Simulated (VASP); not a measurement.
# LiCl (Fm-3m) in VASP: notebook

Runs on LiCl. Level: PBE. Tasks: single point.

Everything below comes from runs of VASP 6.6.1. Logs are shortened: lines on timing, memory, paths and dates and some standing lists are left out, and cuts for length are marked.

## 1. The structure

The structure is cubic, space group Fm-3m (No. 225). The conventional cell has a = 5.130 Å, b = 5.130 Å, c = 5.130 Å, α = 90.00°, β = 90.00°, γ = 90.00°. Cl (site symmetry m-3m) is surrounded by 6 Li at 2.56 Å. Li (site symmetry m-3m) is surrounded by 6 Cl at 2.56 Å.

## 2. Single point, PBE

File INCAR:

```
ALGO = Normal
EDIFF = 1E-6
ENCUT = 550
GGA = PE
ISIF = 2
ISMEAR = 0
LASPH = T
LCHARG = F
LREAL = F
LWAVE = F
NELM = 60
PREC = Accurate
SIGMA = 0.02
```

File KPOINTS:

```
k-points
0
Gamma
  9 9 9
```

File POSCAR:

```
LiCl
3.6271
    0.000000000000      0.707113120675      0.707113120675
    0.707113120675      0.000000000000      0.707113120675
    0.707113120675      0.707113120675      0.000000000000
Cl Li
1 1
Direct
    0.5000000000      0.5000000000      0.5000000000
    0.0000000000      0.0000000000      0.0000000000
```

Potentials or basis: VASP PAW PBE potentials, release 64 (Cl_GW, Li_GW).

The run is started by

```bash
$ cat potpaw_PBE.64/Cl_GW/POTCAR potpaw_PBE.64/Li_GW/POTCAR > POTCAR
$ mpirun -np 1 vasp_std > vasp.out
```

OUTCAR:

```text
EDIFF = 1E-6
   ENCUT = 550
   GGA = PE
   ISIF = 2
   ISMEAR = 0
   LASPH = T
   LREAL = F
   NELM = 60
   PREC = Accurate

 ion  position               nearest neighbor table
   1  0.500  0.500  0.500-   2 2.56   2 2.56   2 2.56   2 2.56   2 2.56   2 2.56
   2  0.000  0.000  0.000-   1 2.56   1 2.56   1 2.56   1 2.56   1 2.56   1 2.56

  LATTYP: Found a face centered cubic cell.
 ALAT       =     5.1295400000

  Lattice vectors:

 A1 = (   0.0000000000,   2.5647700000,   2.5647700000)
 A2 = (   2.5647700000,   0.0000000000,   2.5647700000)
 A3 = (   2.5647700000,   2.5647700000,   0.0000000000)

Analysis of symmetry for initial positions (statically):
=====================================================================
 Subroutine PRICEL returns:
 Original cell was already a primitive cell.

 Routine SETGRP: Setting up the symmetry group for a
 face centered cubic supercell.

 Subroutine GETGRP returns: Found 48 space group operations
 (whereof 48 operations were pure point group operations)
 out of a pool of 48 trial point group operations.

The static configuration has the point symmetry O_h .

Analysis of symmetry for dynamics (positions and initial velocities):
=====================================================================
 Subroutine PRICEL returns:
 Original cell was already a primitive cell.

 Routine SETGRP: Setting up the symmetry group for a
 face centered cubic supercell.

 Subroutine GETGRP returns: Found 48 space group operations
 (whereof 48 operations were pure point group operations)
 out of a pool of 48 trial point group operations.

The dynamic configuration has the point symmetry O_h .

 Subroutine INISYM returns: Found 48 space group operations
 (whereof 48 operations are pure point group operations),
 and found     1 'primitive' translations

----------------------------------------------------------------------------------------

                                     Primitive cell

  volume of cell :      33.7423

  direct lattice vectors                    reciprocal lattice vectors
     0.000000000  2.564770000  2.564770000    -0.194949255  0.194949255  0.194949255
     2.564770000  0.000000000  2.564770000     0.194949255 -0.194949255  0.194949255
     2.564770000  2.564770000  0.000000000     0.194949255  0.194949255 -0.194949255

  length of vectors
     3.627132518  3.627132518  3.627132518     0.337662014  0.337662014  0.337662014

  position of ions in fractional coordinates (direct lattice)
     0.500000000  0.500000000  0.500000000
     0.000000000  0.000000000  0.000000000

  ion indices of the primitive-cell ions
   primitive index   ion index
                 1           1
                 2           2

----------------------------------------------------------------------------------------

 KPOINTS: k-points

Automatic generation of k-mesh.
 Grid dimensions read from file:
 generate k-points for:    9    9    9

 Generating k-lattice:

  Cartesian coordinates                     Fractional coordinates (reciprocal lattice)
    -0.021661028  0.021661028  0.021661028     0.111111111  0.000000000  0.000000000
     0.021661028 -0.021661028  0.021661028     0.000000000  0.111111111  0.000000000
     0.021661028  0.021661028 -0.021661028     0.000000000  0.000000000  0.111111111

  Length of vectors
     0.037518002  0.037518002  0.037518002

  Shift w.r.t. Gamma in fractional coordinates (k-lattice)
     0.000000000  0.000000000  0.000000000

 Subroutine IBZKPT returns following result:
 ===========================================

 Found     35 irreducible k-points:

 Following reciprocal coordinates:
            Coordinates               Weight
  0.000000  0.000000  0.000000      1.000000
  0.111111  0.000000  0.000000      8.000000
  0.222222  0.000000  0.000000      8.000000
  0.333333  0.000000  0.000000      8.000000
  0.444444  0.000000  0.000000      8.000000
  0.111111  0.111111  0.000000      6.000000
[... 16 lines left out ...]
 -0.333333  0.333333  0.000000     12.000000
  0.444444  0.444444  0.000000      6.000000
 [... further k-points ...]
   k-points           NKPTS =     35   k-points in BZ     NKDIM =     35   number of bands    NBANDS=      8
   number of dos      NEDOS =    301   number of ions     NIONS =      2
   total plane-waves  NPLWV =  21952
   dimension x,y,z NGX =    28 NGY =   28 NGZ =   28
   dimension x,y,z NGXF=    56 NGYF=   56 NGZF=   56
   ions per type =               1   1
   NGX,Y,Z   is equivalent  to a cutoff of  12.83, 12.83, 12.83 a.u.
   NGXF,Y,Z  is equivalent  to a cutoff of  25.67, 25.67, 25.67 a.u.
 SYSTEM =  unknown system
   PREC   = accura    normal or accurate (medium, high low for compatibility)
   ISTART =      0    job   : 0-new  1-cont  2-samecut
   ICHARG =      2    charge: 1-file 2-atom 10-const
   ISPIN  =      1    spin polarized calculation?
   LNONCOLLINEAR =      F non collinear calculations
   LSORBIT =      F    spin-orbit coupling
   LASPH  =      T    aspherical Exc in radial PAW
   ENCUT  =  550.0 eV  40.42 Ry    6.36 a.u.   6.94  6.94  6.94*2*pi/ulx,y,z
   NELM   =     60;   NELMIN=  2; NELMDL= -5     # of ELM steps
   EDIFF  = 0.1E-05   stopping-criterion for ELM
   LREAL  =      F    real-space projection
   EDIFFG = 0.1E-04   stopping-criterion for IOM
   NSW    =      0    number of steps for IOM
   IBRION =     -1    ionic relax: 0-MD 1-quasi-New 2-CG
   NFREE  =      0    steps in history (QN), initial steepest desc. (CG)
   ISIF   =      2    stress and relaxation
   ISYM   =      2    0-nonsym 1-usesym 2-fastsym
   POTIM  = 0.5000    time-step for ionic-motion
   TEBEG  =    0.0;   TEEND  =   0.0 temperature during run
   PSTRESS=    0.0 pullay stress
   NELECT =       8.0000    total number of electrons
   NUPDOWN=      -1.0000    fix difference up-down
   EMIN   =  10.00;   EMAX   =-10.00  energy-range for DOS
   EFERMI =   0.00;   METHOD = LEGACY
   ISMEAR =     0;   SIGMA  =   0.02  broadening in eV -4-tet -1-fermi 0-gaus
   EFERMI_NEDOS =   21; number of points for ismear=-14 and -15
   IALGO  =     38    algorithm
   IMIX   =      4    mixing-type and parameters
     AMIX     =   0.40;   BMIX     =  1.00
     AMIX_MAG =   1.60;   BMIX_MAG =  1.00
  volume/ion in A,a.u.               =      16.87       113.85
  Fermi-wavevector in a.u.,A,eV,Ry     =   1.013242  1.914749 13.968541  1.026659
  Thomas-Fermi vector in A             =   2.146399
   LORBIT       =      0    0 simple, 1 ext, 2 COOP (PROOUT), +10 PAW based schemes
   GGA     = PE    functional components
   LHFCALC =     F    Hartree Fock is set to
   AEXX    =    0.0000 exact exchange contribution
   IVDW    =     0    specifies the selected vdW correction
   LEPSILON=     F    determine dielectric tensor
   LRPA    =     F    only Hartree local field effects (RPA)
 non-spin polarized calculation
 Gauss-broadening in eV      SIGMA  =   0.02
  energy-cutoff  :      550.00
  volume of cell :       33.74
 maximum number of plane-waves:      1002
   NGX = 13   NGY = 13   NGZ = 13

 number of electron       7.9999999 magnetization

 Free energy of the ion-electron system (eV)
  ---------------------------------------------------
  ext. energy  EPLUGINS =         0.00000000
  ---------------------------------------------------
  free energy    TOTEN  =        -7.37336813 eV

  energy without entropy =       -7.37336813  energy(sigma->0) =       -7.37336813

 E-fermi :  -0.8516     XC(G=0):  -8.5745

 val. band max:       -0.9464012544   @ k =   0.0000   0.0000   0.0000
 cond. band min:       5.3744094921   @ k =   0.0000   0.0000   0.0000
 fundamental gap:      6.3208107465
 Fermi energy:        -0.8516332038

 k-point     1 :       0.0000    0.0000    0.0000
  band No.  band energies     occupation
      1     -14.3557      2.00000
      2      -0.9464      2.00000
      3      -0.9464      2.00000
      4      -0.9464      2.00000
      5       5.3744      0.00000
      6      10.8435      0.00000
      7      10.8435      0.00000
      8      10.8435      0.00000

 k-point     2 :       0.1111    0.0000    0.0000
  band No.  band energies     occupation
      1     -14.2949      2.00000
      2      -1.3737      2.00000
      3      -0.9797      2.00000
      4      -0.9797      2.00000
      5       5.7566      0.00000
      6      10.2108      0.00000
      7      10.8284      0.00000
      8      10.8284      0.00000

 k-point     3 :       0.2222    0.0000    0.0000
  band No.  band energies     occupation
      1     -14.1339      2.00000
      2      -2.2906      2.00000
      3      -1.0602      2.00000
      4      -1.0602      2.00000
      5       6.2446      0.00000
      6       9.8567      0.00000
      7       9.9191      0.00000
      8       9.9191      0.00000

 k-point     4 :       0.3333    0.0000    0.0000
  band No.  band energies     occupation
      1     -13.9371      2.00000
      2      -3.1736      2.00000
      3      -1.1457      2.00000
      4      -1.1457      2.00000
      5       6.0983      0.00000
      6       9.0201      0.00000
      7       9.0201      0.00000
      8      10.7289      0.00000

 k-point     5 :       0.4444    0.0000    0.0000
  band No.  band energies     occupation
      1     -13.7994      2.00000
      2      -3.6977      2.00000
      3      -1.1984      2.00000
      4      -1.1984      2.00000
      5       5.8335      0.00000
      6       8.5458      0.00000
      7       8.5458      0.00000
      8      11.8214      0.00000
[... 177 lines left out ...]
 k-point    22 :      -0.4444    0.3333    0.0000
  band No.  band energies     occupation
      1     -13.5783      2.00000
      2      -3.4977      2.00000
      3      -2.5408      2.00000
      4      -1.8039      2.00000
      5       7.1034      0.00000
      6       8.6510      0.00000
      7      10.3566      0.00000
      8      10.8984      0.00000

 k-point    23 :      -0.3333    0.3333    0.0000
  band No.  band energies     occupation
      1     -13.6058      2.00000
      2      -3.1288      2.00000
      3      -2.9810      2.00000
      4      -1.5953      2.00000
      5       7.1496      0.00000
      6       9.5733      0.00000
      7       9.9576      0.00000
      8       9.9855      0.00000

 k-point    24 :       0.4444    0.4444    0.0000
  band No.  band energies     occupation
      1     -13.5666      2.00000
      2      -3.7584      2.00000
      3      -2.0190      2.00000
      4      -2.0190      2.00000
      5       6.9298      0.00000
      6       7.3533      0.00000
      7      11.2082      0.00000
      8      13.0035      0.00000

 [... further k-points ...]

------------------------ aborting loop because EDIFF is reached ----------------------------------------

  FORCE on cell =-STRESS in cart. coord.  units (eV):
  Direction    XX          YY          ZZ          XY          YZ          ZX
  --------------------------------------------------------------------------------------
  -------------------------------------------------------------------------------------
  Total        0.0901685      0.0901685      0.0901685      0.0000000      0.0000000      0.0000000
  in kB        4.2814438      4.2814438      4.2814438      0.0000000      0.0000000      0.0000000
  external PRESSURE =       4.2814438 kB  Pullay stress =       0.0000000 kB

 VOLUME and BASIS-vectors are now :
 -----------------------------------------------------------------------------
  energy-cutoff  :      550.00
  volume of cell :       33.74
      direct lattice vectors                 reciprocal lattice vectors
     0.000000000  2.564770000  2.564770000    -0.194949255  0.194949255  0.194949255
     2.564770000  0.000000000  2.564770000     0.194949255 -0.194949255  0.194949255
     2.564770000  2.564770000  0.000000000     0.194949255  0.194949255 -0.194949255

 POSITION                                       TOTAL-FORCE (eV/Angst)
 -----------------------------------------------------------------------------------
      2.56477      2.56477      2.56477         0.000000     -0.000000      0.000000
      0.00000      0.00000      0.00000        -0.000000      0.000000     -0.000000
 -----------------------------------------------------------------------------------
    total drift:                                0.000000      0.000000      0.000000

  FREE ENERGIE OF THE ION-ELECTRON SYSTEM (eV)
  ---------------------------------------------------
  free  energy   TOTEN  =        -7.3733681251 eV

  energy  without entropy=       -7.3733681251  energy(sigma->0) =       -7.37336813
```

It took 29 s on 1 thread of AMD EPYC, shared host; peak memory 0.12 GiB.

Results:

```
Free energy            : -7.3734 eV
Pressure               : 0.4 GPa
Band gap on the k mesh : 6.32 eV, direct
```

Caveat: an odd mesh through Γ misses points on the zone boundary, where band edges often lie.

## 3. Single point, PBE

File run.py:

```python
from ase.calculators.vasp import Vasp
from ase.dft.bandgap import bandgap
from ase.io import read

atoms = read('LiCl.cif')
calc = Vasp(
    directory='calc',
    xc='pbe',
    pp='PBE',
    setups={'base': 'minimal', 'Cl': '_GW', 'Li': '_GW'},
    prec='Accurate',
    encut=550,
    ediff=1e-06,
    ismear=0,
    sigma=0.02,
    lreal=False,
    lasph=True,
    nelm=100,
    algo='Normal',
    isif=2,
    lwave=False,
    lcharg=False,
    kpts=[9, 9, 9],
    gamma=True,
    nbands=11,
)
atoms.calc = calc

print('energy (eV):', atoms.get_potential_energy())
print('free energy (eV):', atoms.get_potential_energy(force_consistent=True))
print('forces (eV/A):')
print(atoms.get_forces())
print('stress (eV/A^3, Voigt):', atoms.get_stress())
print('Fermi level (eV):', calc.get_fermi_level())
gap, top, bottom = bandgap(calc)
print('band gap (eV):', gap, 'from (spin, k, band)', top, 'to', bottom)
```

File LiCl.cif:

```cif
data_LiCl
_cell_length_a 3.62713252
_cell_length_b 3.62713252
_cell_length_c 3.62713252
_cell_angle_alpha 60.00000000
_cell_angle_beta 60.00000000
_cell_angle_gamma 60.00000000
_space_group_name_H-M_alt 'P1'
_space_group_name_Hall 'P 1'
_space_group_IT_number 1
loop_
_space_group_symop_operation_xyz
'x,y,z'
loop_
_atom_site_label
_atom_site_type_symbol
_atom_site_symmetry_multiplicity
_atom_site_Wyckoff_symbol
_atom_site_fract_x
_atom_site_fract_y
_atom_site_fract_z
_atom_site_occupancy
Cl1 Cl 1 a 0.5000000000 0.5000000000 0.5000000000 1
Li1 Li 1 a 0.0000000000 0.0000000000 0.0000000000 1
```

Potentials or basis: VASP PAW PBE potentials, release 64 (Cl_GW, Li_GW).

The run is started by

```bash
$ python run.py
```

What it wrote:

```text
energy (eV): -7.37336812
free energy (eV): -7.37336812
forces (eV/A):
[[ 0.  0.  0.]
 [-0. -0.  0.]]
stress (eV/A^3, Voigt): [-0.00268159 -0.00268159 -0.00268159  0.          0.          0.        ]
Fermi level (eV): -0.78110659
band gap (eV): 6.3208 from (spin, k, band) (0, np.int64(0), np.int64(3)) to (0, np.int64(0), np.int64(4))
```

OUTCAR:

```text
ENCUT = 550.000000
   EDIFF = 1.00e-06
   GGA = PE
   PREC = Accurate
   ISIF = 2
   ISMEAR = 0
   NELM = 100
   LASPH = .TRUE.
   LREAL = .FALSE.

 ion  position               nearest neighbor table
   1  0.500  0.500  0.500-   2 2.56   2 2.56   2 2.56   2 2.56   2 2.56   2 2.56
   2  0.000  0.000  0.000-   1 2.56   1 2.56   1 2.56   1 2.56   1 2.56   1 2.56

  LATTYP: Found a face centered cubic cell.
[... 535 lines left out ...]
  in kB        4.2963784      4.2963784      4.2963784     -0.0000000     -0.0000000     -0.0000000
  external PRESSURE =       4.2963784 kB  Pullay stress =       0.0000000 kB

 VOLUME and BASIS-vectors are now :
 -----------------------------------------------------------------------------
  energy-cutoff  :      550.00
  volume of cell :       33.74
      direct lattice vectors                 reciprocal lattice vectors
     3.627132520  0.000000000  0.000000000     0.275699880 -0.159175400 -0.112554005
     1.813566260  3.141188905  0.000000000     0.000000000  0.318350800 -0.112554005
     1.813566260  1.047062968  2.961541301     0.000000000  0.000000000  0.337662014

 POSITION                                       TOTAL-FORCE (eV/Angst)
 -----------------------------------------------------------------------------------
      3.62713      2.09413      1.48077         0.000000      0.000000      0.000000
      0.00000      0.00000      0.00000        -0.000000     -0.000000      0.000000
 -----------------------------------------------------------------------------------
    total drift:                                0.000000      0.000000      0.000000

  FREE ENERGIE OF THE ION-ELECTRON SYSTEM (eV)
  ---------------------------------------------------
  free  energy   TOTEN  =        -7.3733681249 eV

  energy  without entropy=       -7.3733681249  energy(sigma->0) =       -7.37336812
```

INCAR:

```text
ENCUT = 550.000000
SIGMA = 0.020000
EDIFF = 1.00e-06
ALGO = Normal
GGA = PE
PREC = Accurate
ISIF = 2
ISMEAR = 0
NBANDS = 11
NELM = 100
LASPH = .TRUE.
LCHARG = .FALSE.
LWAVE = .FALSE.
LREAL = .FALSE.
```

Wall time 40 s (1 thread of AMD EPYC, shared host); peak memory 0.13 GiB.

What came out:

- Free energy: -7.3734 eV
- Pressure: 0.4 GPa
- Band gap on the k mesh: 6.32 eV, direct

Caveat: an odd mesh through Γ misses points on the zone boundary, where band edges often lie.
